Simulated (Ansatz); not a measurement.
Cu:

```
CELL_PARAMETERS angstrom
0.00000 1.80750 1.80750
1.80750 0.00000 1.80750
1.80750 1.80750 0.00000
ATOMIC_POSITIONS crystal
Cu 0.00000 0.00000 0.00000
```

Program: Ansatz 0.2.0. Alike in all runs: potentials or basis all-electron LAPW, scalar-relativistic; cell as given. Hardware: 1 thread of Arm Neoverse V2 (shared host).

Q: Order these runs on this cell by their wall time, lowest first.
A. task band structure; level BLYP+D3(BJ)+ATM; spin collinear, ferromagnetic start; k mesh 13 × 13 × 13; cutoff (eV) 295; smearing fermi-dirac 0.025 eV; basis error allowed 0.001 eV/atom; mesh quality not flagged
B. task single point; level PBE; spin off; k mesh 13 × 13 × 13; cutoff (eV) 295; smearing gaussian 0.018 eV; basis error allowed 0.001 eV/atom; mesh quality not flagged
C. task single point; level PBE; spin off; k mesh 6 × 6 × 6; cutoff (eV) 260; smearing fermi-dirac 0.03 eV; basis error allowed 0.003 eV/atom; mesh quality coarse
D. task single point; level PBE; spin off; k mesh 9 × 9 × 9; cutoff (eV) 272; smearing fermi-dirac 0.04 eV; basis error allowed 0.002 eV/atom; mesh quality coarse

A: C (1.1 s), D (2.4 s), B (5.4 s), A (17 s).

Caveats: some runs use coarse meshes; the k mesh is thin for a metal, which can move the energy by tens of meV per atom (some runs).

Not every run made on this cell is shown here.
